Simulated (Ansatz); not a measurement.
# W: equation of state with B88-PBE

W:

```xyz
1
Lattice="-1.5823 1.5823 1.5823 1.5823 -1.5823 1.5823 1.5823 1.5823 -1.5823" Properties=species:S:1:pos:R:3 pbc="T T T"
W     0.0000    0.0000    0.0000
```

```yaml
Program: Ansatz 0.2.0
Task: equation of state
Functional: B88-PBE
Potentials_or_basis: all-electron LAPW, scalar-relativistic
Basis_error_allowed: 0.002 eV/atom
k_mesh: 12 × 12 × 12
Occupations: cold, width 0.01 eV
Spin: no spin polarisation
```

* Equilibrium volume: 16.13 Å³/atom
* Bulk modulus: 288 GPa
* Pressure derivative of the bulk modulus: 4.4 (rough: it moves with the points fitted)

Energy against volume, from the lowest point:
```
volume (Å³/atom)  energy (meV/atom)
          14.897              98.71
          15.214              52.36
          15.531              21.66
          15.848               4.88
          16.165               0.00
          16.482               6.09
          16.798              22.88
```

All runs of the series together: 29 s on 1 thread of Intel(R) Xeon(R) 6975P-C (Granite Rapids), on a shared host.

Spin-orbit coupling is left out, which matters for the levels of W. Zero-point motion and thermal expansion aren't in these numbers.
